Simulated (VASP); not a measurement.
Here is a VASP 6.6.1 calculation.

File INCAR:

```
PREC = Accurate ; ENCUT = 600
EDIFF = 1E-6 ; ISMEAR = 0
SIGMA = 0.03 ; LREAL = False
LASPH = True ; NELM = 80
ALGO = Normal ; ISIF = 3
LWAVE = False ; LCHARG = False
GGA = PS ; IBRION = 2
NSW = 90 ; EDIFFG = -0.01
```

The input KPOINTS:

```
regular mesh
0
Gamma
  10 10 10
```

The input POSCAR:

```
SrO
1.0
    0.0000000000      2.5663000000      2.5663000000
    2.5663000000      0.0000000000      2.5663000000
    2.5663000000      2.5663000000      0.0000000000
Sr O
1 1
Direct
    0.5000000000      0.5000000000      0.5000000000
    0.0000000000      0.0000000000      0.0000000000
```

Potentials or basis: VASP PAW PBE potentials, release 64 (Sr_sv, O).

Run with:

```sh
$ cat potpaw_PBE.64/Sr_sv/POTCAR potpaw_PBE.64/O/POTCAR > POTCAR
$ mpirun -np 1 vasp_std > vasp.out
```

(1) What does it give for the band gap on the k mesh?

Results:

(1) 3.15 eV, indirect (least direct gap 3.24 eV).

Caveat: the relaxation stopped at its first step, so nothing moved.
